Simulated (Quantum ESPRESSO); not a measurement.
# Ir (Fm-3m) in Quantum ESPRESSO: a series of runs, part 2 of 4

Quantum ESPRESSO 7.5.

## 3. Phonons, PBE, target pressure 10 GPa, at which the enthalpy is minimised

Input file pw.in:

```
&CONTROL
  calculation = 'scf'
  prefix = 'pwscf'
  outdir = './tmp'
  pseudo_dir = './pseudo'
  tprnfor = .true.
  tstress = .true.
  disk_io = 'low'
/
&SYSTEM
  ibrav = 0
  A = 2.7090675
  nat = 1
  ntyp = 1
  ecutwfc = 68
  nbnd = 15
  occupations = 'smearing'
  smearing = 'mv'
  degauss = 0.01469973
/
&ELECTRONS
  conv_thr = 2d-10
  electron_maxstep = 120
  mixing_beta = 0.5
/
ATOMIC_SPECIES
Ir   192.2170 Ir.upf
CELL_PARAMETERS alat
   0.0000000000    0.7071067812    0.7071067812
   0.7071067812    0.0000000000    0.7071067812
   0.7071067812    0.7071067812    0.0000000000
ATOMIC_POSITIONS alat
Ir     0.0000000000    0.0000000000    0.0000000000
K_POINTS automatic
12 12 12 0 0 0
```

Input file relax.in:

```
&CONTROL
  calculation = 'vc-relax'
  prefix = 'pwscf'
  outdir = './tmp'
  pseudo_dir = './pseudo'
  tprnfor = .true.
  tstress = .true.
  disk_io = 'low'
  nstep = 40
  forc_conv_thr = 0.0001
  etot_conv_thr = 1d-06
/
&SYSTEM
  ibrav = 0
  A = 2.7090675
  nat = 1
  ntyp = 1
  ecutwfc = 68
  nbnd = 15
  occupations = 'smearing'
  smearing = 'mv'
  degauss = 0.01469973
/
&ELECTRONS
  conv_thr = 2d-10
  electron_maxstep = 120
  mixing_beta = 0.5
/
&IONS
  ion_dynamics = 'bfgs'
/
&CELL
  cell_dynamics = 'bfgs'
  press = 100
  press_conv_thr = 0.2
/
ATOMIC_SPECIES
Ir   192.2170 Ir.upf
CELL_PARAMETERS alat
   0.0000000000    0.7071067812    0.7071067812
   0.7071067812    0.0000000000    0.7071067812
   0.7071067812    0.7071067812    0.0000000000
ATOMIC_POSITIONS alat
Ir     0.0000000000    0.0000000000    0.0000000000
K_POINTS automatic
12 12 12 0 0 0
```

Input file scf2.in:

```
&CONTROL
  calculation = 'scf'
  prefix = 'pwscf'
  outdir = './tmp'
  pseudo_dir = './pseudo'
  tprnfor = .true.
  tstress = .true.
  disk_io = 'low'
/
&SYSTEM
  ibrav = 0
  A = 2.70978812
  nat = 1
  ntyp = 1
  ecutwfc = 68
  nbnd = 15
  occupations = 'smearing'
  smearing = 'mv'
  degauss = 0.01469973
/
&ELECTRONS
  conv_thr = 1d-13
  electron_maxstep = 120
  mixing_beta = 0.5
  startingpot = 'file'
  startingwfc = 'file'
/
ATOMIC_SPECIES
Ir   192.2170 Ir.upf
CELL_PARAMETERS alat
   0.0000000000    0.7071067808    0.7071067808
   0.7071067808    0.0000000000    0.7071067808
   0.7071067808    0.7071067808    0.0000000000
ATOMIC_POSITIONS alat
Ir     0.0000000000    0.0000000000    0.0000000000
K_POINTS automatic
12 12 12 0 0 0
```

Input file ph.in:

```
phonons of Ir
&INPUTPH
  prefix = 'pwscf'
  outdir = './tmp'
  tr2_ph = 1d-18
  fildyn = 'dyn'
  niter_ph = 90
  alpha_mix(1) = 0.4
/
0.1767766953 0.7071067812 0.1767766953
```

Potentials or basis: PseudoDojo 0.4.1 SR PBE standard.

Launch:

```sh
$ OMP_NUM_THREADS=1 mpirun -n 4 pw.x -nk 4 -in pw.in > pw.out
$ OMP_NUM_THREADS=1 mpirun -n 4 pw.x -nk 4 -in relax.in > relax.out
$ OMP_NUM_THREADS=1 mpirun -n 4 pw.x -nk 4 -in scf2.in > scf2.out
$ OMP_NUM_THREADS=1 mpirun -n 4 ph.x -nk 4 -in ph.in > ph.out
```

pw.out:

```text
This program is part of the open-source Quantum ESPRESSO suite
     for quantum simulation of materials; please cite
         "P. Giannozzi et al., J. Phys.:Condens. Matter 21 395502 (2009);
         "P. Giannozzi et al., J. Phys.:Condens. Matter 29 465901 (2017);
         "P. Giannozzi et al., J. Chem. Phys. 152 154105 (2020);
     in publications or presentations arising from this work. More details at

     Message from routine setup:
     using ibrav=0 with symmetry is DISCOURAGED, use correct ibrav instead

     K-points division:     npool     =       4
     Subspace diagonalization in iterative solution of the eigenvalue problem:
     a serial algorithm will be used

     G-vector sticks info
     --------------------
     sticks:   dense  smooth     PW     G-vecs:    dense   smooth      PW
     Sum         499     499    163                 7239     7239    1363

     Using Slab Decomposition

     bravais-lattice index     =            0
     lattice parameter (alat)  =       5.1194  a.u.
     unit-cell volume          =      94.8727 (a.u.)^3
     number of atoms/cell      =            1
     number of atomic types    =            1
     number of electrons       =        17.00
     number of Kohn-Sham states=           15
     kinetic-energy cutoff     =      68.0000  Ry
     charge density cutoff     =     272.0000  Ry
     scf convergence threshold =      2.0E-10
     mixing beta               =       0.5000
     number of iterations used =            8  plain     mixing
     Exchange-correlation= PBE
                           (   1   4   3   4   0   0   0)

     celldm(1)=   5.119396  celldm(2)=   0.000000  celldm(3)=   0.000000
     celldm(4)=   0.000000  celldm(5)=   0.000000  celldm(6)=   0.000000

     crystal axes: (cart. coord. in units of alat)
               a(1) = (   0.000000   0.707107   0.707107 )
               a(2) = (   0.707107   0.000000   0.707107 )
               a(3) = (   0.707107   0.707107   0.000000 )

     reciprocal axes: (cart. coord. in units 2 pi/alat)
               b(1) = ( -0.707107  0.707107  0.707107 )
               b(2) = (  0.707107 -0.707107  0.707107 )
               b(3) = (  0.707107  0.707107 -0.707107 )

     PseudoPot. # 1 for Ir read from file:
     Ir.upf
     Pseudo is Norm-conserving + core correction, Zval = 17.0
     Generated using ONCVPSP code by D. R. Hamann
     Using radial grid of 1310 points,  8 beta functions with:
                l(1) =   0
                l(2) =   0
                l(3) =   1
                l(4) =   1
                l(5) =   2
                l(6) =   2
                l(7) =   3
                l(8) =   3

     atomic species   valence    mass     pseudopotential
     Ir               17.00   192.21700     Ir( 1.00)

     48 Sym. Ops., with inversion, found

   Cartesian axes

     site n.     atom                  positions (alat units)
         1        Ir     tau(   1) = (   0.0000000   0.0000000   0.0000000  )

     number of k points=    72  Marzari-Vanderbilt smearing, width (Ry)=  0.0147
                       cart. coord. in units 2pi/alat
        k(    1) = (   0.0000000   0.0000000   0.0000000), wk =   0.0011574
        k(    2) = (   0.0589256   0.0589256  -0.0589256), wk =   0.0092593
        k(    3) = (   0.1178511   0.1178511  -0.1178511), wk =   0.0092593
        k(    4) = (   0.1767767   0.1767767  -0.1767767), wk =   0.0092593
        k(    5) = (   0.2357023   0.2357023  -0.2357023), wk =   0.0092593
        k(    6) = (   0.2946278   0.2946278  -0.2946278), wk =   0.0092593
[... 64 lines left out ...]
        k(   71) = (  -0.7071068   0.2357023   0.0000000), wk =   0.0138889
        k(   72) = (  -0.7071068   0.3535534   0.0000000), wk =   0.0069444

     Dense  grid:     7239 G-vectors     FFT dimensions: (  27,  27,  27)

     Initial potential from superposition of free atoms

     starting charge      16.9998, renormalised to      17.0000
     Starting wfcs are   10 randomized atomic wfcs +    5 random wfcs

     Self-consistent Calculation

     iteration #  1     ecut=    68.00 Ry     beta= 0.50
     Davidson diagonalization with overlap
     ethr =  1.00E-02,  avg # of iterations =  4.4

     Threshold (ethr) on eigenvalues was too large:
     Diagonalizing with lowered threshold

     Davidson diagonalization with overlap
     ethr =  1.00E-04,  avg # of iterations =  3.1

     total energy              =    -230.31631551 Ry
     estimated scf accuracy    <       0.01715664 Ry
[... 43 lines left out ...]
     iteration #  8     ecut=    68.00 Ry     beta= 0.50
     Davidson diagonalization with overlap
     ethr =  5.44E-12,  avg # of iterations =  2.2

     End of self-consistent calculation

          k = 0.0000 0.0000 0.0000 (   893 PWs)   bands (ev):

   -66.9344 -23.3279 -23.3279 -23.3279  14.9195  22.1910  22.1910  22.1910
    24.9089  24.9089  39.7088  45.2525  45.2525  45.2525  50.7956

          k = 0.0589 0.0589-0.0589 (   914 PWs)   bands (ev):
[... 121 lines left out ...]
   -66.8798 -23.8654 -23.5545 -23.4066  18.7006  21.2098  22.0640  23.2473
    24.4453  27.5937  38.6647  42.4833  43.9846  47.3859  50.5534

          k = 0.0000-0.2357 0.2357 (   905 PWs)   bands (ev):

   -66.8952 -23.7286 -23.4894 -23.3758  17.7227  21.0814  22.5055  23.4131
    23.7611  26.3406  40.5190  43.3286  45.6935  46.1261  51.0798

          k = 0.3536 0.0000 0.0000 (   902 PWs)   bands (ev):

   -66.8896 -23.7207 -23.4780 -23.4780  17.9117  20.1919  23.0311  24.2085
    24.2085  25.8734  43.6947  44.0521  44.0521  45.1120  49.2143

          k = 0.4125 0.0589-0.0589 (   895 PWs)   bands (ev):
[... 21 lines left out ...]
   -66.8573 -23.9501 -23.7323 -23.4814  19.7718  21.0353  21.8631  23.7365
    25.6649  30.1503  35.8244  39.4291  43.7918  46.1001  50.7202

          k = 0.0000-0.3536 0.3536 (   889 PWs)   bands (ev):

   -66.8671 -23.9066 -23.6705 -23.4417  19.7142  21.0946  21.4984  23.6477
    24.7221  29.0135  37.6840  40.5692  43.5184  48.3099  48.7553

          k = 0.4714 0.0000-0.0000 (   906 PWs)   bands (ev):
[... 31 lines left out ...]
   -66.8462 -24.0599 -23.6438 -23.6135  18.3225  18.8960  25.7105  26.5916
    27.4449  29.2217  36.0909  38.3845  38.4478  47.7498  50.9288

          k = 0.0000-0.5893 0.5893 (   900 PWs)   bands (ev):

   -66.8451 -24.0262 -23.7142 -23.5972  18.6409  19.3327  24.4536  26.0233
    27.2087  31.6813  33.9992  38.0472  39.5319  48.1220  51.7112

          k =-0.7071 0.0000 0.0000 (   934 PWs)   bands (ev):

   -66.8447 -24.0856 -23.6257 -23.6257  18.1222  18.7034  26.9977  27.6166
    27.6166  27.7789  36.7158  37.6139  37.6139  47.4220  51.3110

          k = 0.2357 0.1179 0.0000 (   907 PWs)   bands (ev):

   -66.9075 -23.6011 -23.4264 -23.3769  16.8098  21.1453  22.7940  23.1229
    23.9755  25.4866  41.9901  42.7218  45.6343  47.5153  50.7024

          k = 0.2946 0.1768-0.0589 (   899 PWs)   bands (ev):
[... 16 lines left out ...]
   -66.8614 -24.0802 -23.5475 -23.4718  18.6755  21.4135  22.7421  23.4055
    26.8563  29.5916  33.0650  40.7755  43.7469  45.0688  54.2586

          k = 0.3536 0.1179 0.0000 (   895 PWs)   bands (ev):

   -66.8866 -23.7664 -23.5040 -23.4527  18.2080  20.3461  22.4362  24.2042
    24.4366  26.3109  41.4157  43.5692  44.7190  45.5592  50.9990

          k = 0.4125 0.1768-0.0589 (   898 PWs)   bands (ev):
[... 21 lines left out ...]
   -66.8656 -23.9349 -23.6439 -23.4617  19.5644  21.2310  21.2774  23.7556
    25.3285  29.0009  36.9979  41.0567  42.9915  47.8605  49.5320

          k = 0.0000-0.2357 0.3536 (   894 PWs)   bands (ev):

   -66.8783 -23.8476 -23.5748 -23.4266  18.9526  20.7279  21.8472  23.9864
    24.2860  27.6271  39.2798  42.3915  43.8305  46.6653  50.9420

          k = 0.4714 0.1179-0.0000 (   893 PWs)   bands (ev):
[... 36 lines left out ...]
   -66.8462 -23.9454 -23.7995 -23.5819  19.2839  20.1396  22.8244  24.9844
    26.9954  32.7570  33.9807  37.4049  40.7932  47.8841  52.5439

          k =-0.7071 0.1179-0.0000 (   900 PWs)   bands (ev):

   -66.8447 -24.0556 -23.6573 -23.6277  18.4391  18.9888  25.2086  26.4241
    27.6181  30.3412  35.4797  37.4325  38.7179  48.5719  50.9132

          k =-0.2357-0.4714 0.7071 (   899 PWs)   bands (ev):
[... 21 lines left out ...]
   -66.8462 -23.9214 -23.7993 -23.6077  19.7133  20.4707  21.9119  24.5743
    27.2857  33.1123  34.3243  37.2298  40.0299  49.2476  51.3654

          k = 0.0000-0.3536 0.5893 (   902 PWs)   bands (ev):

   -66.8477 -23.8883 -23.8338 -23.5852  20.0319  20.9054  21.2148  24.4100
    26.9570  32.1400  36.1538  36.3820  40.8299  48.7781  50.7617

          k =-0.7071 0.2357 0.0000 (   896 PWs)   bands (ev):

   -66.8447 -23.9730 -23.7431 -23.6317  19.2345  19.8308  23.0081  25.0976
    27.6209  32.9353  34.5643  36.7078  39.3416  50.4574  51.5863

          k =-0.7071 0.3536 0.0000 (   892 PWs)   bands (ev):

   -66.8447 -23.8588 -23.8588 -23.6337  19.7866  21.1903  21.1903  24.2791
    27.6224  34.3035  35.1754  35.1754  39.4592  50.9238  50.9238

     the Fermi energy is    26.1394 ev

!    total energy              =    -230.31959787 Ry
     estimated scf accuracy    <          2.6E-11 Ry
     smearing contrib. (-TS)   =      -0.00008239 Ry
     internal energy E=F+TS    =    -230.31951549 Ry

     The total energy is F=E-TS. E is the sum of the following terms:
     one-electron contribution =     -32.52981273 Ry
     hartree contribution      =      28.97842247 Ry
     xc contribution           =     -43.75154878 Ry
     ewald contribution        =    -183.01657644 Ry

     convergence has been achieved in   8 iterations

     Forces acting on atoms (cartesian axes, Ry/au):

     atom    1 type  1   force =     0.00000000    0.00000000    0.00000000

     Total force =     0.000000     Total SCF correction =     0.000000

     Computing stress (Cartesian axis) and pressure

          total   stress  (Ry/bohr**3)                   (kbar)     P=      103.17
   0.00070132   0.00000000   0.00000000          103.17        0.00        0.00
   0.00000000   0.00070132   0.00000000            0.00      103.17        0.00
   0.00000000   0.00000000   0.00070132            0.00        0.00      103.17

=------------------------------------------------------------------------------=
   JOB DONE.
=------------------------------------------------------------------------------=
```

Wall time 10 min (4 MPI ranks of Arm Neoverse N1, shared host); peak memory 0.36 GiB.

Results:

- Free energy: -3133.6585 eV
- Relaxed volume: 14.07 Å³/atom
- Relaxed cell: a = 2.710 Å, b = 2.710 Å, c = 2.710 Å, α = 60.00°, β = 60.00°, γ = 60.00°
- Space group after relaxing (to 0.05 Å): Fm-3m (No. 225)
- Pressure after relaxing: 10.0 GPa
- Band gap on the k mesh: none (metal or under the smearing width)
- Highest phonon frequency at the q point run: 191 cm⁻¹

The path:
| step | energy change (eV) | largest force (eV/Å) | pressure (GPa) | volume (Å³) |
| --- | --- | --- | --- | --- |
| 1 | 0.0000 | 0.0000 | 10.32 | 14.06 |
| 2 | -0.0014 | 0.0000 | 9.67 | 14.08 |
| 3 | -0.0007 | 0.0000 | 10.00 | 14.07 |

Final structure:
```cif
data_structure
_symmetry_space_group_name_H-M 'P 1'
_symmetry_Int_Tables_number 1
_cell_length_a 2.7098
_cell_length_b 2.7098
_cell_length_c 2.7098
_cell_angle_alpha 60.000
_cell_angle_beta 60.000
_cell_angle_gamma 60.000
_cell_volume 14.07
loop_
_atom_site_label
_atom_site_type_symbol
_atom_site_fract_x
_atom_site_fract_y
_atom_site_fract_z
_atom_site_occupancy
Ir1 Ir 0.00000 0.00000 0.00000 1
```

Phonon frequencies in cm⁻¹ (negative: imaginary):
| q point | frequencies |
| --- | --- |
| (0.625, 0.250, 0.625) | 174 191 191 |

Phonon modes at q = (0.625, 0.250, 0.625) in reciprocal lattice units:
```tsv
mode	symmetry	cm⁻¹
1	B_1	174
2	A_1	191
3	B_2	191
```

Caveat: the cell is more than 3 GPa from zero pressure, which shifts response properties; the q point doesn't lie on the k mesh, which can shift a metal's frequencies strongly unless the mesh is converged. Spin-orbit coupling is left out, which matters for the levels of Ir.

(Continued in part 3 of 4.)
